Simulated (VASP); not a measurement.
# CoSi (P2_13) in VASP: further runs, part 2 of 2

VASP 6.6.1. Earlier steps stand in the parts before.

**3. Phonons, LDA, collinear spin, ferromagnetic start**

POSCAR reads:

```
CoSi
1.0
    4.4380000000      0.0000000000      0.0000000000
    0.0000000000      4.4380000000      0.0000000000
    0.0000000000      0.0000000000      4.4380000000
Co Si
4 4
Direct
    0.8600000000      0.6400000000      0.3600000000
    0.6400000000      0.3600000000      0.8600000000
    0.3600000000      0.8600000000      0.6400000000
    0.1400000000      0.1400000000      0.1400000000
    0.1570000000      0.3430000000      0.6570000000
    0.3430000000      0.6570000000      0.1570000000
    0.6570000000      0.1570000000      0.3430000000
    0.8430000000      0.8430000000      0.8430000000
```

INCAR.step1 reads:

```
ALGO     = Normal         # electronic algorithm
EDIFF    = 1E-8           # SCF threshold, eV
EDIFFG   = -0.002         # ionic threshold
ENCUT    = 600            # plane-wave cutoff, eV
IBRION   = 2              # ionic algorithm
ISIF     = 3              # what is computed and relaxed
ISMEAR   = 0              # smearing method
ISPIN    = 2              # spin polarisation
LASPH    = T              # aspherical terms in the spheres
LCHARG   = F              # write CHGCAR
LMAXMIX  = 4              # l up to which the mixer works
LORBIT   = 11             # projections on sites
LREAL    = F              # projectors in reciprocal space
LWAVE    = F              # write WAVECAR
MAGMOM   = 2 2 2 2 0 0 0 0 # initial moments
NELM     = 150            # most SCF steps
NSW      = 40             # ionic steps
PREC     = Accurate       # precision mode
SIGMA    = 0.02           # smearing width, eV
```

INCAR.step2 reads:

```
ALGO     = Normal         # electronic algorithm
EDIFF    = 1E-8           # SCF threshold, eV
ENCUT    = 600            # plane-wave cutoff, eV
IBRION   = 6              # ionic algorithm
ISIF     = 2              # what is computed and relaxed
ISMEAR   = 0              # smearing method
ISPIN    = 2              # spin polarisation
LASPH    = T              # aspherical terms in the spheres
LCHARG   = F              # write CHGCAR
LMAXMIX  = 4              # l up to which the mixer works
LORBIT   = 11             # projections on sites
LREAL    = F              # projectors in reciprocal space
LWAVE    = F              # write WAVECAR
MAGMOM   = 2 2 2 2 0 0 0 0 # initial moments
NELM     = 150            # most SCF steps
NFREE    = 2            
NSW      = 1              # ionic steps
POTIM    = 0.015          # step
PREC     = Accurate       # precision mode
SIGMA    = 0.02           # smearing width, eV
```

KPOINTS reads:

```
k-points
0
Gamma
  4 4 4
```

Potentials or basis: VASP PAW LDA potentials, release 64 (Co, Si).

Run with:

```
cat potpaw_LDA.64/Co/POTCAR potpaw_LDA.64/Si/POTCAR > POTCAR
cp INCAR.step1 INCAR
mpirun -np 1 vasp_std > vasp.out
cp CONTCAR POSCAR
cp INCAR.step2 INCAR
mpirun -np 1 vasp_std > vasp.out
```

OUTCAR:

```text
EDIFF = 1E-8
   ENCUT = 600
   IBRION = 6
   ISIF = 2
   ISMEAR = 0
   ISPIN = 2
   LASPH = T
   LORBIT = 11
   LREAL = F
   NELM = 150
   NFREE = 2
   NSW = 1
   POTIM = 0.015
   PREC = Accurate

 ion  position               nearest neighbor table
   1  0.854  0.646  0.354-   5 2.28   6 2.30   7 2.30   8 2.30   7 2.38   8 2.38   6 2.38   2 2.68
                             2 2.68   3 2.68   4 2.68   3 2.68   4 2.68
   2  0.646  0.354  0.854-   6 2.28   5 2.30   7 2.30   8 2.30   5 2.38   7 2.38   8 2.38   1 2.68
                             1 2.68   3 2.68   3 2.68   4 2.68   4 2.68
   3  0.354  0.854  0.646-   7 2.28   6 2.30   5 2.30   8 2.30   6 2.38   5 2.38   8 2.38   1 2.68
                             4 2.68   2 2.68   2 2.68   1 2.68   4 2.68
   4  0.146  0.146  0.146-   8 2.28   6 2.30   7 2.30   5 2.30   6 2.38   5 2.38   7 2.38   2 2.68
[... 2563 lines left out ...]
 --------------------------------------------------------------------------------
 XX         -88.5563    -35.3773    -35.3773     -0.0000      0.0000      0.0000
 YY         -35.3773    -88.5563    -35.3773     -0.0000      0.0000     -0.0000
 ZZ         -35.3773    -35.3773    -88.5563      0.0000      0.0000      0.0000
 XY          -0.0000     -0.0000      0.0000   -106.5004      0.0000     -0.0000
 YZ          -0.0000     -0.0000      0.0000      0.0000   -106.5004     -0.0000
 ZX           0.0000     -0.0000      0.0000     -0.0000     -0.0000   -106.5004
 --------------------------------------------------------------------------------

 total charge

# of ion       s       p       d       tot
------------------------------------------
    1        0.463   0.673   7.642   8.778
    2        0.463   0.673   7.642   8.778
    3        0.463   0.673   7.642   8.778
    4        0.463   0.673   7.642   8.778
    5        0.731   0.926   0.000   1.657
    6        0.731   0.926   0.000   1.657
    7        0.731   0.926   0.000   1.657
    8        0.731   0.926   0.000   1.657
--------------------------------------------------
tot          4.778   6.393  30.570  41.741

 magnetization (x)

# of ion       s       p       d       tot
------------------------------------------
    1       -0.000  -0.000  -0.000  -0.000
    2       -0.000  -0.000  -0.000  -0.000
    3       -0.000  -0.000  -0.000  -0.000
    4       -0.000  -0.000  -0.000  -0.000
    5       -0.000   0.000   0.000   0.000
    6       -0.000   0.000   0.000   0.000
    7       -0.000   0.000   0.000   0.000
    8       -0.000   0.000   0.000   0.000
--------------------------------------------------
tot         -0.000   0.000  -0.000  -0.000
```

Run time: 20 min. Hardware: 1 thread of Intel Xeon Platinum 8488C (Sapphire Rapids), shared host; peak memory 0.4 GiB.

What came out:

```yaml
Relaxed_volume: 10.31 Å³/atom
Relaxed_cell: a = 4.352 Å, b = 4.352 Å, c = 4.352 Å, α = 90.00°, β = 90.00°, γ = 90.00°
Space_group_after_relaxing_to_0.05_Å: P2_13 (No. 198)
Net_moment: 0.00 μB per cell
Valence_electrons_inside_the_program's_atomic_spheres: Co 8.78; Si 1.66
Highest_phonon_frequency_at_Γ_LO-TO_splitting_left_out: 446 cm⁻¹
```

The path:
```tsv
step	energy change (eV)	largest force (eV/Å)	pressure (GPa)	volume (Å³)
1	0.0000	0.1654	-12.44	87.41
2	0.1530	0.5957	21.41	77.11
3	-0.1937	0.3446	-0.06	82.79
4	-0.1937	0.3483	0.21	82.70
5	-0.2108	0.2217	0.21	82.57
6	-0.2218	0.0634	0.38	82.34
7	-0.2218	0.0624	0.36	82.35
8	-0.2219	0.0077	-0.71	82.67
9	-0.2222	0.0308	-0.22	82.53
10	-0.2224	0.0053	0.03	82.43
11	-0.2224	0.0008	0.00	82.45
```

Final structure:
```cif
data_structure
_symmetry_space_group_name_H-M 'P 1'
_symmetry_Int_Tables_number 1
_cell_length_a 4.3524
_cell_length_b 4.3524
_cell_length_c 4.3524
_cell_angle_alpha 90.000
_cell_angle_beta 90.000
_cell_angle_gamma 90.000
_cell_volume 82.45
loop_
_atom_site_label
_atom_site_type_symbol
_atom_site_fract_x
_atom_site_fract_y
_atom_site_fract_z
_atom_site_occupancy
Co1 Co 0.85418 0.64582 0.35418 1
Co2 Co 0.64582 0.35418 0.85418 1
Co3 Co 0.35418 0.85418 0.64582 1
Co4 Co 0.14582 0.14582 0.14582 1
Si1 Si 0.15691 0.34309 0.65691 1
Si2 Si 0.34309 0.65691 0.15691 1
Si3 Si 0.65691 0.15691 0.34309 1
Si4 Si 0.84309 0.84309 0.84309 1
```

Phonon frequencies in cm⁻¹ (negative: imaginary):
```
              q point                                                                                frequencies
(0.000, 0.000, 0.000)  0 0 0 206 213 213 231 231 231 257 257 257 329 329 329 333 333 373 373 373 378 446 446 446
```

Caveat: the starting moments collapsed, and a magnetic state may lie lower.

**4. Band structure, r2SCAN, collinear spin, ferromagnetic start**

INCAR reads:

```
ALGO = Normal ; EDIFF = 1E-6
ENCUT = 520 ; ISIF = 2
ISMEAR = -1 ; ISPIN = 2
LASPH = True ; LCHARG = False
LMAXMIX = 4 ; LMIXTAU = True
LORBIT = 11 ; LREAL = False
LWAVE = False ; MAGMOM = 2 2 2 2 0 0 0 0
METAGGA = R2SCAN ; NELM = 100
PREC = Accurate ; SIGMA = 0.05
```

KPOINTS reads:

```
k-points
0
Gamma
  6 6 6
```

POSCAR is that of step 3.

KPOINTS_OPT reads:

```
path GXMGRX,MR
15
line-mode
reciprocal
 0.0000000000  0.0000000000  0.0000000000  G
 0.0000000000  0.5000000000  0.0000000000  X

 0.0000000000  0.5000000000  0.0000000000  X
 0.5000000000  0.5000000000  0.0000000000  M

 0.5000000000  0.5000000000  0.0000000000  M
 0.0000000000  0.0000000000  0.0000000000  G

 0.0000000000  0.0000000000  0.0000000000  G
 0.5000000000  0.5000000000  0.5000000000  R

 0.5000000000  0.5000000000  0.5000000000  R
 0.0000000000  0.5000000000  0.0000000000  X

 0.5000000000  0.5000000000  0.0000000000  M
 0.5000000000  0.5000000000  0.5000000000  R
```

Potentials or basis: VASP PAW PBE potentials, release 64 (Co, Si).

Run with:

```
cat potpaw_PBE.64/Co/POTCAR potpaw_PBE.64/Si/POTCAR > POTCAR
mpirun -np 1 vasp_std > vasp.out
```

It took 19 min on 1 thread of Intel Xeon Platinum 8375C at 2.90GHz (Ice Lake), shared host; peak memory 0.39 GiB.

It converged, with:

- Free energy: -91.8684 eV
- Pressure: -7.5 GPa
- Largest force: 0.239 eV/Å
- Band gap along the path: none (metal or under the smearing width)
- Net moment: 0.00 μB per cell
- Valence electrons inside the program's atomic spheres: Co 8.67; Si 1.60

Forces on the atoms (eV/Å):
```
Co  -0.138  0.138 -0.138
Co   0.138 -0.138 -0.138
Co  -0.138 -0.138  0.138
Co   0.138  0.138  0.138
Si   0.023 -0.023  0.023
Si  -0.023  0.023  0.023
Si   0.023  0.023 -0.023
Si  -0.023 -0.023 -0.023
```

Levels at the corners of the path, in eV from the Fermi level:
Spin up:
```tsv
point	band 22	band 23	band 24	band 25	band 26	band 27	band 28	band 29	band 30	band 31
Γ	-1.02	-0.88	-0.88	-0.06	-0.06	-0.06	2.61	2.61	2.61	3.01
X	-1.16	-0.77	-0.77	-0.53	-0.53	0.98	0.98	1.51	1.51	4.44
X	-1.16	-0.77	-0.77	-0.53	-0.53	0.98	0.98	1.51	1.51	4.44
M	-1.63	-1.13	-1.13	-0.08	-0.08	0.57	0.57	2.09	2.09	2.56
M	-1.63	-1.13	-1.13	-0.08	-0.08	0.57	0.57	2.09	2.09	2.56
Γ	-1.02	-0.88	-0.88	-0.06	-0.06	-0.06	2.61	2.61	2.61	3.01
Γ	-1.02	-0.88	-0.88	-0.06	-0.06	-0.06	2.61	2.61	2.61	3.01
R	-1.33	-1.33	-1.33	-0.24	-0.24	-0.24	-0.24	5.73	5.73	5.73
R	-1.33	-1.33	-1.33	-0.24	-0.24	-0.24	-0.24	5.73	5.73	5.73
X	-1.16	-0.77	-0.77	-0.53	-0.53	0.98	0.98	1.51	1.51	4.44
M	-1.63	-1.13	-1.13	-0.08	-0.08	0.57	0.57	2.09	2.09	2.56
R	-1.33	-1.33	-1.33	-0.24	-0.24	-0.24	-0.24	5.73	5.73	5.73
```
Spin down:
```tsv
point	band 23	band 24	band 25	band 26	band 27	band 28	band 29	band 30
Γ	-0.88	-0.88	-0.06	-0.06	-0.06	2.61	2.61	2.61
X	-0.77	-0.77	-0.53	-0.53	0.98	0.98	1.51	1.51
X	-0.77	-0.77	-0.53	-0.53	0.98	0.98	1.51	1.51
M	-1.13	-1.13	-0.08	-0.08	0.57	0.57	2.09	2.09
M	-1.13	-1.13	-0.08	-0.08	0.57	0.57	2.09	2.09
Γ	-0.88	-0.88	-0.06	-0.06	-0.06	2.61	2.61	2.61
Γ	-0.88	-0.88	-0.06	-0.06	-0.06	2.61	2.61	2.61
R	-1.33	-1.33	-0.24	-0.24	-0.24	-0.24	5.73	5.73
R	-1.33	-1.33	-0.24	-0.24	-0.24	-0.24	5.73	5.73
X	-0.77	-0.77	-0.53	-0.53	0.98	0.98	1.51	1.51
M	-1.13	-1.13	-0.08	-0.08	0.57	0.57	2.09	2.09
R	-1.33	-1.33	-0.24	-0.24	-0.24	-0.24	5.73	5.73
```

Caveat: the starting moments collapsed, and a magnetic state may lie lower; the PAW data sets were made with another functional, which shifts forces and pressure a little.

**5. Band structure, SCAN, collinear spin, ferromagnetic start**

INCAR reads:

```
SYSTEM = CoSi
ALGO = Normal
EDIFF = 1E-7
ENCUT = 520
ISIF = 2
ISMEAR = -1
ISPIN = 2
LASPH = .TRUE.
LCHARG = .FALSE.
LMAXMIX = 4
LMIXTAU = .TRUE.
LORBIT = 11
LREAL = .FALSE.
LWAVE = .FALSE.
MAGMOM = 2 2 2 2 0 0 0 0
METAGGA = SCAN
NELM = 120
PREC = Accurate
SIGMA = 0.05
```

KPOINTS reads:

```
k-points
0
G
  6 6 6
  0 0 0
```

POSCAR is that of step 4.

KPOINTS_OPT: that of step 4 with these lines changed.

```diff
@@ -1,3 +1,3 @@
 path GXMGRX,MR
-15
+10
 line-mode
```

Run with:

```
cat potpaw_PBE.64/Co/POTCAR potpaw_PBE.64/Si/POTCAR > POTCAR
mpirun -np 1 vasp_std > vasp.out
```

It took 19 min on 1 thread of Intel Xeon Platinum 8375C at 2.90GHz (Ice Lake), shared host; peak memory 0.39 GiB.

It converged, with:

```yaml
Free_energy: -113.2431 eV
Pressure: -10.1 GPa
Largest_force: 0.283 eV/Å
Band_gap_along_the_path: none (metal or under the smearing width)
Net_moment: 0.00 μB per cell
Valence_electrons_inside_the_program's_atomic_spheres: Co 8.67; Si 1.60
```

Forces on the atoms (eV/Å):
```
Co  -0.163  0.163 -0.163
Co   0.163 -0.163 -0.163
Co  -0.163 -0.163  0.163
Co   0.163  0.163  0.163
Si   0.054 -0.054  0.054
Si  -0.054  0.054  0.054
Si   0.054  0.054 -0.054
Si  -0.054 -0.054 -0.054
```

Levels at the corners of the path, in eV from the Fermi level:
Spin up:
| point | band 24 | band 25 | band 26 | band 27 | band 28 | band 29 |
| --- | --- | --- | --- | --- | --- | --- |
| Γ | -0.91 | -0.08 | -0.08 | -0.08 | 2.53 | 2.53 |
| X | -0.79 | -0.53 | -0.53 | 0.98 | 0.98 | 1.48 |
| X | -0.79 | -0.53 | -0.53 | 0.98 | 0.98 | 1.48 |
| M | -1.15 | -0.08 | -0.08 | 0.57 | 0.57 | 2.02 |
| M | -1.15 | -0.08 | -0.08 | 0.57 | 0.57 | 2.02 |
| Γ | -0.91 | -0.08 | -0.08 | -0.08 | 2.53 | 2.53 |
| Γ | -0.91 | -0.08 | -0.08 | -0.08 | 2.53 | 2.53 |
| R | -1.37 | -0.23 | -0.23 | -0.23 | -0.23 | 5.51 |
| R | -1.37 | -0.23 | -0.23 | -0.23 | -0.23 | 5.51 |
| X | -0.79 | -0.53 | -0.53 | 0.98 | 0.98 | 1.48 |
| M | -1.15 | -0.08 | -0.08 | 0.57 | 0.57 | 2.02 |
| R | -1.37 | -0.23 | -0.23 | -0.23 | -0.23 | 5.51 |
Spin down:
```
point  band 22  band 23  band 24  band 25  band 26  band 27  band 28  band 29  band 30  band 31
    Γ    -1.06    -0.91    -0.91    -0.08    -0.08    -0.08     2.53     2.53     2.53     3.08
    X    -1.19    -0.79    -0.79    -0.53    -0.53     0.98     0.98     1.48     1.48     4.40
    X    -1.19    -0.79    -0.79    -0.53    -0.53     0.98     0.98     1.48     1.48     4.40
    M    -1.65    -1.15    -1.15    -0.08    -0.08     0.57     0.57     2.02     2.02     2.48
    M    -1.65    -1.15    -1.15    -0.08    -0.08     0.57     0.57     2.02     2.02     2.48
    Γ    -1.06    -0.91    -0.91    -0.08    -0.08    -0.08     2.53     2.53     2.53     3.08
    Γ    -1.06    -0.91    -0.91    -0.08    -0.08    -0.08     2.53     2.53     2.53     3.08
    R    -1.37    -1.37    -1.37    -0.23    -0.23    -0.23    -0.23     5.51     5.51     5.51
    R    -1.37    -1.37    -1.37    -0.23    -0.23    -0.23    -0.23     5.51     5.51     5.51
    X    -1.19    -0.79    -0.79    -0.53    -0.53     0.98     0.98     1.48     1.48     4.40
    M    -1.65    -1.15    -1.15    -0.08    -0.08     0.57     0.57     2.02     2.02     2.48
    R    -1.37    -1.37    -1.37    -0.23    -0.23    -0.23    -0.23     5.51     5.51     5.51
```

Caveat: the starting moments collapsed, and a magnetic state may lie lower; the PAW data sets were made with another functional, which shifts forces and pressure a little.

**6. For comparison**

An earlier run on the cell as given: functional PBE; potentials or basis VASP PAW PBE potentials, release 64 (Co, Si); cutoff 520 eV; k mesh 6 × 6 × 6; occupations fermi-dirac, width 0.05 eV; collinear spin, ferromagnetic start; starting moments [2.0, 2.0, 2.0, 2.0, 0.0, 0.0, 0.0, 0.0] μB.

- Pressure: -0.4 GPa
- Largest force: 0.270 eV/Å
- Band gap on the k mesh: none (metal or under the smearing width)
- Net moment: 0.00 μB per cell
- Valence electrons inside the program's atomic spheres: Co 8.61; Si 1.61
